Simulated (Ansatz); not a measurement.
## Gd in Ansatz: the effect of functional

Gd:

```
Gd
1.0
     3.66008    0.00000    0.00000
    -1.83004    3.16972    0.00000
     0.00000    0.00000    5.82090
Gd
2
Direct
  0.66667 0.33333 0.75000
  0.33333 0.66667 0.25000
```

The cell isn't the ideal one: volume scaled by 1.02.

Alike in all runs:

| Quantity | Value |
| --- | --- |
| Program | Ansatz 0.2.0 |
| Task | single point |
| Potentials or basis | Ansatz PAW |
| k mesh | 8 × 8 × 5 |
| Occupations | fermi-dirac, width 0.05 eV |
| Spin | collinear spin, ferromagnetic start |
| Starting moments | [7.0, 7.0] μB |

| functional | cutoff | pressure (GPa) | moment (μB) |
| --- | --- | --- | --- |
| LDA | 420 eV (not typed: the program's choice for these potentials) | ? | ? |
| r2SCAN | 500 eV (not typed: the program's choice for these potentials) | 0.1 | 15.88 |
| PBE | 420 eV (not typed: the program's choice for these potentials) | -0.1 | 15.25 |

Question: What does the run with functional LDA give?

Answer: Pressure -4.2 GPa; moment 15.05 μB.

Caveats: the PAW data sets come from PBE, with cores solved anew for the run's functional, which leaves a small shift of forces and pressure (some runs); the magnetic or orbital state may not be the lowest (some runs).
